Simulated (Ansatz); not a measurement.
# CdS: elastic constants from stress and strain

```
CELL_PARAMETERS angstrom
0.00000 2.91000 2.91000
2.91000 0.00000 2.91000
2.91000 2.91000 0.00000
ATOMIC_POSITIONS crystal
Cd 0.00000 0.00000 0.00000
S 0.75000 0.75000 0.75000
```

Atoms are numbered in the order listed.

Conventional cell: a = 5.820 Å, b = 5.820 Å, c = 5.820 Å, α = 90.00°, β = 90.00°, γ = 90.00°. Cd (atom 1) is surrounded by 4 S at 2.52 Å. S (atom 2) is surrounded by 4 Cd at 2.52 Å.

The cell is COD entry 1011260, as deposited and not checked against the literature; nothing was relaxed. It is an old determination, and later ones may differ.

Method: DFT, PBE, all-electron LAPW, scalar-relativistic (Ansatz 0.2.0).

Settings: a Γ-centred 8×8×8 k mesh, Fermi–Dirac smearing of 0.01 eV, basis error target 1 meV/atom, no spin polarisation.

The unstrained cell is at 3.33 GPa. Large strains and very small stresses are left out. Each strain is applied once, with fractional coordinates held (clamped ions), and σ below is the change of stress, positive in tension. One finite strain gives stress–strain coefficients at this pressure with an error of the order of the strain times third-order constants, a few per cent for each per cent of strain.

Question: With z strained by +2 % at fixed volume, the run gives σzz − σxx = 0.52 GPa and εzz − εxx = 0.0299. Which stiffness follows?

Answer: C11 − C12 = (σzz − σxx)/(εzz − εxx) = 17 GPa.

Question: With z strained by +1.5 % at fixed volume, the run gives σzz − σxx = 0.38 GPa and εzz − εxx = 0.0224. Which stiffness follows?

Answer: C11 − C12 = (σzz − σxx)/(εzz − εxx) = 17 GPa.
